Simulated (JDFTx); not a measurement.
Crystal: BP.

```
P B
1.0
     0.00000    2.26900    2.26900
     2.26900    0.00000    2.26900
     2.26900    2.26900    0.00000
P B
1 1
Cartesian
  3.4035 3.4035 3.4035
  0.0000 0.0000 0.0000
```

Program: JDFTx 1.7.0 (patched build). Alike in all runs: task single point; no spin polarisation; cell as given; k mesh 10 × 10 × 10; cutoff (eV) 1034; smearing fermi-dirac 0.05 eV.

Question: Order these runs on this cell by their pressure, lowest first.
A. level PBEsol; potentials or basis PseudoDojo-SR-PBEsol-0.4.1-standard
B. level BLYP; potentials or basis PseudoDojo-SR-PBE-0.5-standard
C. level LDA; potentials or basis PseudoDojo-SR-LDA-0.4.1-standard
D. level revPBE; potentials or basis PseudoDojo-SR-PBE-0.5-standard with smoothed tails; local potential set to -Z/r beyond 6 bohr

Answer: C (-5.6 GPa), A (-1.9 GPa), D (1.7 GPa), B (7.1 GPa).

Caveats: the potentials were made for another functional, which shifts forces and pressure (some runs).
